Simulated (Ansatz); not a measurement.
Trial structure of InP, not yet relaxed:

```xyz
2
Lattice="3.3369 0.0000 0.0000 -1.6684 2.8898 0.0000 0.0000 0.0000 4.7366" Properties=species:S:1:pos:R:3 pbc="T T T"
In    0.0000    0.0000    2.3683
P     0.0000    0.0000    0.0000
```

These are results of Ansatz, DFT PBE, scalar-relativistic, plane waves, PAW, not measurements. Cutoff 420 eV; k points 6×6×4 on the computed 2-atom cell (Γ-centred); Gaussian smearing, width 0.10 eV; no spin polarisation.

Formation energies are uncorrected and refer to the elements' standard structures at the same level. The references include black phosphorus.

Problem. What does a single point on this coarse mesh give?

Solution. The pressure is 7.3 GPa (the mean over three directions, positive in compression), the largest force is 0.00 eV/Å (symmetry fixes the atoms), and the energy is +0.94 eV/atom against the elements. The shortest distance is 2.37 Å.

Problem. How much does it gain on relaxing, and where does it end?

Solution. Relaxing gains about 0.54 eV/atom (the start's value is from the coarse mesh, so the gain is rough) in 12 ionic steps and ends at +0.40 eV/atom on the finer mesh. The symmetry stays P6/mmm (No. 191). The volume per atom shrinks by 8.2 %, from 22.8 to 21.0 Å³. The shortest distance goes from 2.37 Å (In–P) to 2.78 Å (In–P). The ratio c/a of the conventional cell changes by a factor of 1.32. Conventional cell: a = 2.953 Å, c = 5.552 Å. Around In lie 2 P at 2.78 Å and 6 In at 2.95 Å; P has 2 In at 2.78 Å and 6 P at 2.95 Å.

The last run used a 24×24×10 mesh (in the run's order of axes) for its 2-atom cell and Gaussian smearing of 0.10 eV. The reference form of P is held partly by dispersion forces, which this level lacks. The relaxation can't lower the symmetry of the start. Symmetry constrained the relaxation, so the result can be a saddle point. Another cell of InP relaxed alike, in F-43m (a cell as deposited in COD), lies 0.65 eV/atom lower, so this cell isn't the stable form at this level.
